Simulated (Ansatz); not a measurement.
Crystal: HgTe (Coloradoite).

```
Hg Te
1.0
     0.00000    3.21450    3.21450
     3.21450    0.00000    3.21450
     3.21450    3.21450    0.00000
Hg Te
1 1
Direct
  0.00000 0.00000 0.00000
  0.75000 0.75000 0.75000
```

Base run:

```yaml
Program: Ansatz 0.2.0
Functional: PBE
Potentials_or_basis: Ansatz PAW
Cutoff: 420 eV
Density_cutoff: 1680 eV
k_mesh: 10 × 10 × 10
Occupations: fermi-dirac, width 0.05 eV
Spin: no spin polarisation
```

Its results: band gap on the k mesh none (metal or under the smearing width); pressure 4.5 GPa.

After a change of settings the same cell gave: band gap on the k mesh none (metal or under the smearing width); pressure 6.0 GPa. Which change was it?
A. k mesh from 10 × 10 × 10 to 7 × 7 × 7; occupations from fermi-dirac, width 0.05 eV to gaussian, width 0.011 eV
B. k mesh from 10 × 10 × 10 to 3 × 3 × 3
C. functional from PBE to SVWN5; k mesh from 10 × 10 × 10 to 7 × 7 × 7
D. k mesh from 10 × 10 × 10 to 13 × 13 × 13

B.

Caveats: some runs use coarse meshes.

Not every run made on this cell is shown here.
